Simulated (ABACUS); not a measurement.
Al: single point with M06-L

The system is Al.

```xyz
1
Lattice="2.8635 0.0000 0.0000 1.4318 2.4799 0.0000 1.4318 0.8266 2.3380" Properties=species:S:1:pos:R:3 pbc="T T T"
Al    0.0000    0.0000    0.0000
```

```yaml
Program: ABACUS 3.10.1
Task: single point
Functional: M06-L
Potentials_or_basis: SG15 ONCV 1.2 PBE
Cutoff: 939 eV
Density_cutoff: 3755 eV
Basis: plane waves
k_mesh: 7 × 7 × 7
Occupations: fermi-dirac, width 0.05 eV
Spin: no spin polarisation
```

```
Pressure               : -7.9 GPa
Band gap on the k mesh : none (metal or under the smearing width)
```

Levels at points of the mesh, in eV from the Fermi level:
| k point | band 5 | band 6 | band 7 | band 8 | band 9 | band 10 |
| --- | --- | --- | --- | --- | --- | --- |
| (0.00, 0.00, 0.00) | -11.38 | 12.60 | 12.60 | 12.60 | 14.97 | 14.97 |

Wall time 11 s on 4 MPI ranks on Intel(R) Xeon(R) Platinum 8488C (Sapphire Rapids) (shared host), peak memory 0.36 GiB a rank.

Caveat: the k mesh is coarse (spacing up to 0.38 Å⁻¹), so the values aren't converged; the potentials were made for another functional, which shifts forces and pressure.
